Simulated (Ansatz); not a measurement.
Write the native input for Ansatz 0.2.0 that does the following.

* Task: relaxation of cell and atoms
* Functional: RPBE
* Dispersion: D3(BJ)
* Potentials or basis: Ansatz PAW
* Cutoff: 420 eV (not typed: the program's choice for these potentials)
* k mesh: 7 × 7 × 6
* Occupations: fermi-dirac, width 0.05 eV
* Spin: no spin polarisation

Crystal: BaTiO3.

```
Ba Ti O
1.0
     4.53388   -2.93796   -2.84449
    -4.17915   -2.17324    2.57872
    -4.67624    2.67138   -2.77803
Ba Ti O
2 2 6
Direct
  0.99294 0.49864 0.49912
  0.99812 0.99664 0.00014
  0.49527 0.25090 0.73929
  0.49333 0.75158 0.24081
  0.51082 0.50216 0.01063
  0.51041 0.00231 0.50870
  0.49548 0.49574 0.49913
  0.49557 0.99266 0.99920
  0.01119 0.00687 0.50887
  0.00442 0.50250 0.00167
```

The input as run:

input.yaml

```yaml
crystal:
  lattice:
    - [4.53387605, -2.93796388, -2.84448813]
    - [-4.17915424, -2.17324007, 2.57872365]
    - [-4.67623927, 2.67137974, -2.77803116]
  atoms:
    - { symbol: Ba, position: [0.99294384, 0.49864198, 0.49912084] }
    - { symbol: Ba, position: [0.99811969, 0.99663923, 0.000137] }
    - { symbol: Ti, position: [0.49526869, 0.25090263, 0.73929018] }
    - { symbol: Ti, position: [0.49332958, 0.75157672, 0.24081355] }
    - { symbol: O, position: [0.5108239, 0.50216355, 0.01062875] }
    - { symbol: O, position: [0.51040972, 0.0023124, 0.5087025] }
    - { symbol: O, position: [0.49548448, 0.49573515, 0.49912776] }
    - { symbol: O, position: [0.49557131, 0.99266336, 0.99920158] }
    - { symbol: O, position: [0.01119185, 0.00686691, 0.50886708] }
    - { symbol: O, position: [0.00441694, 0.50249807, 0.00167076] }
hamiltonian:
  xc: rpbe
  pseudopotentials: { kind: paw }
  dispersion: d3bj
kpoints:
  mp_grid: { grid: [7, 7, 6] }
scf:
  occupations: { method: fermi_dirac, width: 0.05 }
output:
  forces: true
  stress: true
  eigenvalues: true
  write_density: true
  write_potential: true
  elf: true
  volumetric_format: npy
relax:
  f_tol: 0.01
  max_steps: 40
  cell: { stress_tol: 0.05 }
```

Potentials or basis: Ansatz PAW.

Launch:

```bash
$ ansatz run input.yaml --threads 4 --pin off --max-ram 11264MiB --backend cpu --events-out ev --progress --plain --runs-dir out
```

It gave:

```yaml
Relaxed_volume: 11.50 Å³/atom
Relaxed_cell: a = 5.458 Å, b = 5.458 Å, c = 5.458 Å, α = 90.00°, β = 120.00°, γ = 120.00°
Space_group_after_relaxing_to_0.05_Å: Pm-3m (No. 221)
Energy_gained_by_relaxing: 396.9 meV/atom
Ionic_steps: 12
Pressure_after_relaxing: 0.0 GPa
Band_gap_on_the_k_mesh: 2.05 eV
```

Caveat: odd divisions of the mesh miss points on the zone boundary, where band edges often lie, so the gap on the mesh can be too wide; the plane-wave basis is chosen anew once the cell has moved, so the energies of steps on either side of that aren't comparable; the pressure holds a Pulay correction of +0.5 GPa for the finite cutoff; spin-orbit coupling is left out, which moves the levels of the heavy elements; the PAW data sets come from PBE, with cores solved anew for the run's functional, which leaves a small shift of forces and pressure.

It took 7.1 min on 4 threads of Arm Neoverse V1 (shared host), peak memory 1 GiB.
